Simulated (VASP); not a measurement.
Wanted: the native input for a VASP 6.6.1 run.

| Property | Result |
| --- | --- |
| Task | relaxation of cell and atoms |
| Functional | PBE |
| Potentials or basis | VASP PAW PBE potentials, release 64 (Sn_d, S) |
| Cutoff | 600 eV |
| k mesh | 9 × 9 × 5 |
| Occupations | gaussian, width 0.03 eV |
| Spin | no spin polarisation |
| Target pressure | 0.7 GPa |
| Further INCAR settings | ALGO = Normal; EDIFF = 1e-07; IBRION = 2; EDIFFG = -0.005; NSW = 90; ISIF = 3 |
| Target pressure | 0.7 GPa |

The structure of SnS2 (Berndtite-2T) lies in POSCAR:

```
SnS2                                    
1.0
    3.6908622595     -0.0000000000      0.0000000000
   -1.8454311297      3.1963804786      0.0000000000
    0.0000000000     -0.0000000000      6.2680796817
  Sn              S             
     1     2
Direct
     0.0000000000000000    0.0000000000000000    1.0000000000000000
     0.3333333332999970    0.6666666667000030    0.2358030155997454
     0.6666666667000030    0.3333333332999970    0.7641969844002546
```

The input as run:

INCAR

```
SYSTEM = SnS2
PREC = Accurate ; ENCUT = 600
EDIFF = 1E-7 ; ISMEAR = 0
SIGMA = 0.03 ; LREAL = .FALSE.
LASPH = .TRUE. ; NELM = 80
ALGO = Normal ; ISIF = 3
LWAVE = .FALSE. ; LCHARG = .FALSE.
GGA = PE ; IBRION = 2
NSW = 90 ; EDIFFG = -0.005
PSTRESS = 7.0 ; KPAR = 2
```

KPOINTS

```
Automatic mesh
0
G
  9 9 5
  0 0 0
```

Potentials or basis: VASP PAW PBE potentials, release 64 (Sn_d, S).

Run with:

```bash
$ cat potpaw_PBE.64/Sn_d/POTCAR potpaw_PBE.64/S/POTCAR > POTCAR
$ mpirun -np 2 vasp_std > vasp.out
```

Results of the run:

```
Relaxed volume                                         : 24.63 Å³/atom
Relaxed cell                                           : a = 3.690 Å, b = 3.690 Å, c = 6.267 Å, α = 90.00°, β = 90.00°, γ = 120.00°
Space group after relaxing (to 0.05 Å)                 : P-3m1 (No. 164)
Energy change on relaxing (the enthalpy is what falls) : +0.1 meV/atom
Ionic steps                                            : 5
Pressure after relaxing                                : 0.7 GPa
Largest force after relaxing                           : 0.004 eV/Å
Band gap on the k mesh                                 : 1.54 eV, indirect (least direct gap 1.84 eV)
```

Caveat: the cell is relaxed towards a set pressure, so the enthalpy falls and the energy may rise; spin-orbit coupling is left out, which moves the levels of the heavy elements; an odd mesh through Γ misses points on the zone boundary, where band edges often lie; this functional lacks dispersion, which binds the layers, so the pressure and a relaxed spacing across them are unreliable.

Run time: 89 s on 2 MPI ranks on Intel(R) Xeon(R) Platinum 8259CL CPU @ 2.50GHz (Skylake/Cascade Lake) (shared host), peak memory 0.24 GiB a rank.
